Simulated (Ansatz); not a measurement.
# P (Cmce) in Ansatz: a series of runs

Runs on P. Level: PBEsol. Tasks: single point, equation of state.

All numbers are computed with Ansatz 0.2.0; they aren't measurements. Logs are shortened: lines on timing, memory, paths and dates and some standing lists are left out, and cuts for length are marked.

## 1. The crystal as given

It takes space group Cmce (No. 64, orthorhombic). Conventional cell: a = 3.295 Å, b = 10.930 Å, c = 4.544 Å, α = 90.00°, β = 90.00°, γ = 90.00°. Around P (site symmetry m) lie 3 P at 2.20 to 2.25 Å.

## 2. Single point, PBEsol, collinear spin, random start, 19.23 Å³/atom (volume scaled by 0.94)

The input, input.yaml:

```yaml
crystal:
  lattice:
    - [1.6141062751, -5.3534750391, 0.0]
    - [1.6141062751, 5.3534750391, 0.0]
    - [0.0, 0.0, 4.450882307]
  atoms:
    - { symbol: P, position: [0.90414313, 0.09585687, 0.58881517], spin: -0.07 }
    - { symbol: P, position: [0.09585687, 0.90414313, 0.41118483], spin: -0.28 }
    - { symbol: P, position: [0.59585687, 0.40414313, 0.08881517], spin: 0.14 }
    - { symbol: P, position: [0.40414313, 0.59585687, 0.91118483], spin: -0.03 }
kpoints:
  mp_grid: { grid: [8, 8, 6] }
scf:
  occupations: { method: gaussian, width: 0.1 }
  lower_state_search: "off"
hamiltonian:
  xc: pbesol
  pseudopotentials: { kind: all_electron, lapw: { basis_error: 0.001 } }
magnetization:
  spin_polarized: true
output:
  forces: true
  stress: true
  eigenvalues: true
```

Potentials or basis: all-electron LAPW, scalar-relativistic.

Command:

```sh
> ansatz run input.yaml --threads 2 --pin off --max-ram 6144MiB --backend cpu --events-out ev --progress --plain --runs-dir out
```

Standard output:

```text
Warning: RAYON_NUM_THREADS=2 ignored (pool sized by the plan → 2); use --threads N
LAPW: plane waves up to 8.308 Å⁻¹, error target 1.0e-3 eV per atom; small_component_spin mean_spin; P in spheres of 1.080 Å, 13 of its electrons in bands, Dirac shells [] (how accurate: hamiltonian.pseudopotentials.lapw.basis_error, Limitations)
Engine: ansatz 0.2.0, aarch64-unknown-linux-gnu
Pseudopotentials: kind: all_electron
Pseudopotential: P, LAPW, valence charge 13, lapw/all_electron/scalar/gaussian/P, Koelling and Harmon's equation, gaussian nucleus
Functional definition: PBEsol
  exchange = pbesol_x
  correlation = pbesol_c
Crystal: 4 atoms, lattice volume = 76.921 Å³
Basis set: ecut = 262.9655677824139 eV, 745 PW (Γ), FFT grids on a1+a2, a2, a3, exchange–correlation at level 2
Bands: 32, of which v1, the nominal top of the filled ones, is band 26 counted from 1 (25 counted from 0)
Symmetry: 2 space group operations
Space group: Cm (ITA 8), of the structure as read, at distance tolerance 4.3e-5 Å
Magnetic group: BNS 8.32 (UNI 39), of the structure as read, at distance tolerance 4.3e-5 Å
k-points: 114 of 384 (time reversal used)
Non-local potential: P, projectors of the file, none
Initial density: superposition of atomic densities (chi_scale 0.1, normalization cell)
Starting moments: Σ|m| = 0.52 μB on 4 of 4 sites
Initial wavefunctions: plane waves of lowest kinetic energy (no species holds an atomic orbital)
Functional: x = pbesol(κ = 0.804, μ = 0.12345679012345678), c = pbesol(β = 0.046)
iter 1 solved again at ethr=1.59e-3 eV; its pass at ethr=1.00e-1 eV (dr2=8.29e-1 eV) is discarded
SCF iter   1: F=—  HF=-37173.481199 eV  |F-HF|=—  |Δ(HF+E_count)|=         —  Δρ=1.90e-2 (↑1.90e-2 ↓1.82e-2)  dr2=8.31e-1  dr2_m=6.79e-3  M=-0.001 μB ∫|m|=0.069 μB  β_m=0.30  ethr=1.59e-3  ⟨swp⟩=2.0  Hψ=51513  notcnv=0
preconditioner: auto → Kerker (q_TF=auto, 2.556 Å⁻¹)  [metal: Δε(μ)=0.035 eV  Ē_g=10.024 eV  σ=0.100 eV  W_gap=0.19  n_scr=22 (ndim 8)  ℏωp=18.9 eV  f_vac=0.001  D(μ)=0.05/eV (n_scr^D=0)]
spin=Collinear: Kerker preconditioning applied to the charge; magnetization (m = ρ↑ − ρ↓) channel mixes plain (no charge-response kernel on spin).
[... 20 lines left out ...]
SCF 1 converged in 14 iterations: F = -37173.243279 eV  dr2 = 2.21e-10
SCF converged after 14 iterations
Magnetization: 0.0000 μB (26.0000 up, 26.0000 down)
Absolute magnetization: 0.0000 μB (∫|ρ↑−ρ↓|)
Spin contamination: 0.0000 ħ² per cell (⟨S²⟩ above its minimum at these occupations)
Per-site moments (μB) at R_I (Å): [(2.786013268973875e-7, 1.0798234093310843), (-5.931784965440556e-7, 1.0798234093310843), (6.170235211655495e-7, 1.0798234093310843), (-2.7596267226925875e-7, 1.0798234093310843)]
Free energy (F): -37173.243279 eV
Harris-Foulkes:  -37173.243279 eV  (|F-HF|=0.00e0)
Internal energy: -37173.242848 eV  (E = F + TS)
E sigma→0 (E₀):  -37173.243064 eV
Entropy (-TS):   -0.000431 eV (-0.108 meV/atom)
Fermi energy:    8.562756 eV
--- Per-component energies (eV) ---
  E_band       = -3921.089862
  E_kinetic    = 37304.243489
  E_xc         = -2462.426863
  E_electrostatic = -72015.059473  (all electrons and nuclei)
  E_smearing   = -0.000431  (= −TS)
  E_closure    = 0.000000  (closes the sum)
  E_atoms      = -37150.415739  (free atoms, spherical and without spin; not in F)
  Σ components = -37173.243279   (vs F -37173.243279, Δ=0.00e0)
  Basis errors (estimates in eV, not in F): energy 5.7e-4 per atom: plane waves 5.2e-4 (3.1e-4 summed), levels above the bands 0.0e0, relativity 1.6e-8, radial functions 4.5e-5, core shells 7.5e-11; eigenvalues (radial functions only) 5.6e-7; not estimated: angular momenta, meshes, grids; target (lapw.basis_error) 1.0e-3; muffin-tin radii P 1.080 Å
--- Forces (eV/Å), atoms counted from 1 ---
  atom   1  P      0.00000000     0.56467444    -0.65058430
  atom   2  P      0.00000000    -0.56467450     0.65058422
  atom   3  P      0.00000000    -0.56467429    -0.65058387
  atom   4  P      0.00000000     0.56467423     0.65058407
  max |Σ_I F_I| component: 1.25e-7 eV/Å
--- Stress (GPa, compression-positive) ---
        5.639500       0.000000       0.000000
        0.000000       3.836973      -0.000001
        0.000000      -0.000001       4.486195
  P = ⅓ Tr σ = 4.6542 GPa (46.542 kbar)
--- Band table (eV; the first three rows and the last of 228) ---
  k-point 0 ↑: bands = ["-160.4029", "-160.4014", "-160.3990", "-160.3976", "-111.1784", "-111.1759", "-111.1751", "-111.1718", "-111.1713", "-111.1643", "-111.1626", "-111.1619", "-111.0917", "-111.0891", "-111.0868", "-111.0847", "-7.8383", "-4.8706", "-1.4254", "1.3420", "3.2709", "3.8202", "4.2952", "5.5277", "5.8981", "7.2397", "8.9948", "9.4443", "10.4955", "11.5086", "14.2788", "15.0903"]
  k-point 1 ↑: bands = ["-160.4028", "-160.4016", "-160.3989", "-160.3977", "-111.1781", "-111.1759", "-111.1752", "-111.1734", "-111.1697", "-111.1646", "-111.1626", "-111.1619", "-111.0916", "-111.0894", "-111.0866", "-111.0848", "-7.6863", "-5.1199", "-1.4388", "1.1578", "3.2232", "3.8998", "4.4058", "5.8159", "6.2832", "6.5244", "9.4291", "10.2340", "10.3006", "11.3281", "13.4388", "14.0853"]
  k-point 2 ↑: bands = ["-160.4026", "-160.4019", "-160.3986", "-160.3979", "-111.1775", "-111.1757", "-111.1753", "-111.1750", "-111.1680", "-111.1653", "-111.1624", "-111.1621", "-111.0913", "-111.0901", "-111.0860", "-111.0850", "-7.2446", "-5.7764", "-1.1972", "0.3931", "3.1687", "4.7138", "4.9330", "5.3527", "5.5528", "7.5183", "9.8761", "9.9376", "11.1883", "11.7995", "12.3071", "13.6929"]
  k-point 113 ↓: bands = ["-160.4023", "-160.4023", "-160.3982", "-160.3982", "-111.1764", "-111.1764", "-111.1755", "-111.1755", "-111.1665", "-111.1665", "-111.1622", "-111.1622", "-111.0907", "-111.0907", "-111.0855", "-111.0855", "-6.4981", "-6.4981", "-1.1202", "-1.1202", "5.1126", "5.1126", "5.6628", "5.6628", "6.5454", "6.5454", "9.9442", "9.9442", "11.1965", "11.1965", "11.7923", "11.7923"]
```

It took 2 min on 2 threads of Arm Neoverse V2, shared host; peak memory 0.8 GiB.

What came out:

```
Free energy            : -37173.2433 eV
Pressure               : 4.7 GPa
Largest force          : 0.861 eV/Å
Band gap on the k mesh : 0.05 eV, direct
Net moment             : 0.00 μB per cell
Absolute moment        : 0.00 μB per cell
```

Caveat: the starting moments weren't kept.

## 3. Single point, PBEsol, collinear spin, random start, 19.64 Å³/atom (volume scaled by 0.96)

input.yaml, as its differences from that of step 2:

```diff
@@ -2,5 +2,5 @@
   lattice:
-    - [1.6141062751, -5.3534750391, 0.0]
-    - [1.6141062751, 5.3534750391, 0.0]
-    - [0.0, 0.0, 4.450882307]
+    - [1.6254735952, -5.3911768097, 0.0]
+    - [1.6254735952, 5.3911768097, 0.0]
+    - [0.0, 0.0, 4.4822275814]
   atoms:
```

Potentials or basis: all-electron LAPW, scalar-relativistic.

Command:

```sh
> ansatz run input.yaml --threads 2 --pin off --max-ram 6144MiB --backend cpu --events-out ev --progress --plain --runs-dir out
```

Wall time 2 min (2 threads of Arm Neoverse V2, shared host); peak memory 0.8 GiB.

Results (log left out):

- Free energy: -37173.2806 eV
- Pressure: 2.7 GPa
- Largest force: 0.654 eV/Å
- Band gap on the k mesh: 0.04 eV, direct
- Net moment: 0.00 μB per cell
- Absolute moment: 0.00 μB per cell

Caveat: the starting moments weren't kept.

## 4. Single point, PBEsol, collinear spin, random start, 20.05 Å³/atom (volume scaled by 0.98)

input.yaml, as its differences from that of step 3:

```diff
@@ -2,5 +2,5 @@
   lattice:
-    - [1.6254735952, -5.3911768097, 0.0]
-    - [1.6254735952, 5.3911768097, 0.0]
-    - [0.0, 0.0, 4.4822275814]
+    - [1.6366841122, -5.4283585144, 0.0]
+    - [1.6366841122, 5.4283585144, 0.0]
+    - [0.0, 0.0, 4.5131404726]
   atoms:
```

Command:

```sh
> ansatz run input.yaml --threads 2 --pin off --max-ram 6144MiB --backend cpu --events-out ev --progress --plain --runs-dir out
```

It took 2 min on 2 threads of Arm Neoverse V2, shared host; peak memory 0.8 GiB.

Results (log left out):

```
Free energy            : -37173.2993 eV
Pressure               : 1.0 GPa
Largest force          : 0.464 eV/Å
Band gap on the k mesh : 0.02 eV, direct
Net moment             : 0.00 μB per cell
Absolute moment        : 0.00 μB per cell
```

Caveat: the starting moments weren't kept.

## 5. Single point, PBEsol, collinear spin, random start, 20.46 Å³/atom

input.yaml, as its differences from that of step 4:

```diff
@@ -2,5 +2,5 @@
   lattice:
-    - [1.6366841122, -5.4283585144, 0.0]
-    - [1.6366841122, 5.4283585144, 0.0]
-    - [0.0, 0.0, 4.5131404726]
+    - [1.6477431241, -5.4650377251, 0.0]
+    - [1.6477431241, 5.4650377251, 0.0]
+    - [0.0, 0.0, 4.54363559]
   atoms:
```

Command:

```sh
> ansatz run input.yaml --threads 2 --pin off --max-ram 6144MiB --backend cpu --events-out ev --progress --plain --runs-dir out
```

Run time: 2 min. Hardware: 2 threads of Arm Neoverse V2, shared host; peak memory 0.79 GiB.

It converged, with:

| Property | Result |
| --- | --- |
| Free energy | -37173.3011 eV |
| Pressure | -0.6 GPa |
| Largest force | 0.294 eV/Å |
| Band gap on the k mesh | 0.01 eV, direct |
| Net moment | 0.00 μB per cell |
| Absolute moment | 0.00 μB per cell |

Caveat: the starting moments weren't kept.

## 6. Single point, PBEsol, collinear spin, random start, 20.87 Å³/atom (volume scaled by 1.02)

input.yaml, as its differences from that of step 5:

```diff
@@ -2,5 +2,5 @@
   lattice:
-    - [1.6477431241, -5.4650377251, 0.0]
-    - [1.6477431241, 5.4650377251, 0.0]
-    - [0.0, 0.0, 4.54363559]
+    - [1.6586556482, -5.5012310827, 0.0]
+    - [1.6586556482, 5.5012310827, 0.0]
+    - [0.0, 0.0, 4.5737267689]
   atoms:
```

Potentials or basis: all-electron LAPW, scalar-relativistic.

Command:

```sh
> ansatz run input.yaml --threads 2 --pin off --max-ram 6144MiB --backend cpu --events-out ev --progress --plain --runs-dir out
```

Wall time 1.9 min (2 threads of Arm Neoverse V2, shared host); peak memory 0.79 GiB.

It converged, with:

```yaml
Free_energy: -37173.2878 eV
Pressure: -2.0 GPa
Largest_force: 0.162 eV/Å
Band_gap_on_the_k_mesh: 0.04 eV, direct
Net_moment: 0.00 μB per cell
Absolute_moment: 0.00 μB per cell
```

Caveat: the starting moments weren't kept.

## 7. Single point, PBEsol, collinear spin, random start, 21.28 Å³/atom (volume scaled by 1.04)

input.yaml, as its differences from that of step 6:

```diff
@@ -2,5 +2,5 @@
   lattice:
-    - [1.6586556482, -5.5012310827, 0.0]
-    - [1.6586556482, 5.5012310827, 0.0]
-    - [0.0, 0.0, 4.5737267689]
+    - [1.6694264413, -5.5369543634, 0.0]
+    - [1.6694264413, 5.5369543634, 0.0]
+    - [0.0, 0.0, 4.6034271255]
   atoms:
```

Command:

```sh
> ansatz run input.yaml --threads 2 --pin off --max-ram 6144MiB --backend cpu --events-out ev --progress --plain --runs-dir out
```

Wall time 2 min (2 threads of Arm Neoverse V2, shared host); peak memory 0.79 GiB.

The run converged. Its results:

```
Free energy            : -37173.2610 eV
Pressure               : -3.2 GPa
Largest force          : 0.147 eV/Å
Band gap on the k mesh : 0.08 eV, direct
Net moment             : 0.00 μB per cell
Absolute moment        : 0.00 μB per cell
```

Caveat: the starting moments weren't kept.

## 8. Single point, PBEsol, collinear spin, random start, 21.69 Å³/atom (volume scaled by 1.06)

input.yaml, as its differences from that of step 7:

```diff
@@ -2,5 +2,5 @@
   lattice:
-    - [1.6694264413, -5.5369543634, 0.0]
-    - [1.6694264413, 5.5369543634, 0.0]
-    - [0.0, 0.0, 4.6034271255]
+    - [1.6800600174, -5.5722225395, 0.0]
+    - [1.6800600174, 5.5722225395, 0.0]
+    - [0.0, 0.0, 4.632749108]
   atoms:
```

Command:

```sh
> ansatz run input.yaml --threads 2 --pin off --max-ram 6144MiB --backend cpu --events-out ev --progress --plain --runs-dir out
```

Wall time 1.9 min (2 threads of Arm Neoverse V2, shared host); peak memory 0.76 GiB.

It converged, with:

```
Free energy            : -37173.2219 eV
Pressure               : -4.4 GPa
Largest force          : 0.249 eV/Å
Band gap on the k mesh : 0.12 eV, direct
Net moment             : 0.00 μB per cell
Absolute moment        : 0.00 μB per cell
```

Caveat: the starting moments weren't kept.

## 9. Equation of state, PBEsol, collinear spin, random start

Potentials or basis: all-electron LAPW, scalar-relativistic.

No new run: the results of the series are fitted here.

What came out:

```yaml
Equilibrium_volume: 20.30 Å³/atom
Bulk_modulus_at_fixed_shape_and_positions: 76 GPa
Pressure_derivative_of_the_bulk_modulus: 4.3
```

Energy against volume, from the lowest point:
```csv
volume (Å³/atom),energy (meV/atom)
19.230,14.45
19.639,5.11
20.049,0.45
20.458,0.00
20.867,3.32
21.276,10.03
21.685,19.79
```

Caveat: the cell was scaled at fixed shape and fractional positions, which overstates the stiffness of a crystal with free parameters, most of all of layers and chains; the starting moments weren't kept.
